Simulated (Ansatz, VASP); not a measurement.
Two plane-wave programs on C

```
CELL_PARAMETERS angstrom
2.34853 0.00000 0.00000
0.00000 2.34853 0.00000
0.00000 0.00000 4.87352
ATOMIC_POSITIONS crystal
C 0.00000 0.00000 0.50945
C 0.00000 0.00000 0.81100
C 0.50000 0.50000 0.47358
```

Alike in both runs: functional PBE; k mesh 20 × 20 × 10; occupations gaussian, width 0.1 eV; no spin polarisation.

Ansatz relaxed the structure, and its values are those at the end. VASP's run is a single point on that final structure, the one shown.

```csv
,VASP,Ansatz
version,VASP 6.6.1,Ansatz 0.2.0
potentials or method,"VASP PAW PBE potentials, release 64 (C)","scalar-relativistic, plane waves, PAW"
plane-wave cutoff (eV),520,420
valence electrons in the cell,12,12
```

VASP gave:

```
gap on the k mesh at the Fermi level (eV) : none
pressure (GPa)                            : 0.3
rms of the force components (eV/Å)        : 0.029
```

What did Ansatz give for the same quantities?

gap on the k mesh at the Fermi level (eV): none; pressure (GPa): 0.0; rms of the force components (eV/Å): 0.000.

A gap of «none» marks a metal or a gap that the smearing closes. The functional is the same, so the differences come from potentials, cutoffs and numerics.

Caveats: this functional lacks dispersion, which binds the layers, so the pressure and a relaxed spacing across them are unreliable.
